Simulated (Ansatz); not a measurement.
Crystal: BeTe.

```xyz
2
Lattice="0.0000 2.7700 2.7700 2.7700 0.0000 2.7700 2.7700 2.7700 0.0000" Properties=species:S:1:pos:R:3 pbc="T T T"
Te    4.1550    4.1550    4.1550
Be    0.0000    0.0000    0.0000
```

Base run:

```yaml
Program: Ansatz 0.2.0
Functional: PBE0
Potentials_or_basis: all-electron PAW datasets made for the crystal
Cutoff: 270 eV (chosen from the basis error)
k_mesh: 6 × 6 × 6
Occupations: fermi-dirac, width 0.05 eV
Spin: no spin polarisation
```

Its results: band gap on the k mesh 3.18 eV, indirect (least direct gap 5.09 eV); pressure 3.3 GPa.

The run is repeated on the same cell with these changes: functional from PBE0 to HSE06. What comes out?

Band gap on the k mesh 2.53 eV, indirect (least direct gap 4.42 eV); pressure 3.3 GPa.

Caveats: spin-orbit coupling is left out, which moves the levels of the heavy elements.

A k mesh can miss the band edges.
